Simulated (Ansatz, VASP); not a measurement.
C: VASP beside Ansatz

Contents of INCAR:

```
SYSTEM = C
PREC     = Accurate       ! precision mode
ENCUT    = 520            ! plane-wave cutoff, eV
EDIFF    = 1E-6           ! SCF threshold, eV
ISMEAR   = 0              ! smearing method
SIGMA    = 0.02           ! smearing width, eV
LREAL    = .FALSE.        ! projectors in reciprocal space
LASPH    = .TRUE.         ! aspherical terms in the spheres
NELM     = 100            ! most SCF steps
ALGO     = Normal         ! electronic algorithm
ISIF     = 2              ! what is computed and relaxed
LWAVE    = .FALSE.        ! write WAVECAR
LCHARG   = .FALSE.        ! write CHGCAR
GGA      = PS             ! functional
NBANDS   = 11             ! bands
```

The input KPOINTS:

```
regular mesh
0
G
  15 15 15
  0 0 0
```

POSCAR

```
C
1.0
    1.2781052609      0.7379144164      3.4332967788
   -1.2781052609      0.7379144164      3.4332967788
    0.0000000000     -1.4758288328      3.4332967788
C
2
Direct
    0.1888978379      0.1888978379      0.1888978379
    0.8111021621      0.8111021621      0.8111021621
```

Input for Ansatz:

```yaml
crystal:
  lattice:
    - [1.2781052609, 0.7379144164, 3.4332967788]
    - [-1.2781052609, 0.7379144164, 3.4332967788]
    - [0.0, -1.4758288328, 3.4332967788]
  atoms:
    - { symbol: C, position: [0.1888978379, 0.1888978379, 0.1888978379] }
    - { symbol: C, position: [0.8111021621, 0.8111021621, 0.8111021621] }
basis:
  ecutwfc: 420
kpoints:
  mp_grid: { grid: [15, 15, 15] }
hamiltonian:
  xc: pbesol
scf:
  occupations: { method: gaussian, width: 0.02 }
output:
  forces: true
  stress: true
  eigenvalues: true
```

Alike in both runs: task single point; functional PBEsol; k mesh 15 × 15 × 15; occupations gaussian, width 0.02 eV; no spin polarisation.

|  | VASP | Ansatz |
| --- | --- | --- |
| version | VASP 6.6.1 | Ansatz 0.2.0 |
| potentials or method | VASP PAW PBE potentials, release 64 (C) | scalar-relativistic, plane waves, PAW |
| plane-wave cutoff (eV) | 520 | 420 |
| valence electrons in the cell | 8 | 8 |

```csv
,VASP,Ansatz,Ansatz less VASP
gap on the k mesh at the Fermi level (eV),0.21,0.21,0.000
least direct gap on the mesh (eV),0.21,0.21,0.000
pressure (GPa),-30.6,-31.0,-0.40
largest component of the traceless stress (GPa),2.03,2.39,+0.354
rms of the force components (eV/Å),4.312,4.329,+0.0179
```

Atom by atom the forces differ by 0.018 eV/Å (rms over components).

Caveats: the cell as given lies far from equilibrium; so large a pressure means that the cell lies far from this level's equilibrium, or that cutoff or potentials fall short (VASP); the potentials were made for another functional, which shifts forces and pressure (VASP); an odd mesh through Γ misses points on the zone boundary, where band edges often lie.
